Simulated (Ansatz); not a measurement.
The system is Os.

```
Os
1.0
     2.73410    0.00000    0.00000
    -1.36705    2.36780    0.00000
     0.00000    0.00000    4.31970
Os
2
Direct
  0.66667 0.33333 0.75000
  0.33333 0.66667 0.25000
```

Base run:

```yaml
Program: Ansatz 0.2.0
Functional: PBEsol
Potentials_or_basis: all-electron PAW datasets made for the crystal
Cutoff: 320 eV
Density_cutoff: 1280 eV
k_mesh: 11 × 11 × 6
Occupations: fermi-dirac, width 0.05 eV
Spin: no spin polarisation
```

Its results: pressure -2.7 GPa.

Question: The run is repeated on the same cell with these changes: potentials or basis from all-electron PAW datasets made for the crystal to all-electron LAPW, non-relativistic; cutoff from 320 eV to 292 eV; density cutoff from 1280 eV to 1168 eV. What comes out?

Answer: Pressure 30.4 GPa.

Caveats: a pressure of tens of GPa on the cell as given is suspect, and the run, the potentials or the cell itself is likely at fault (some runs); relativity is left out, which matters for the heavier elements (some runs).

Not every run made on this cell is shown here.
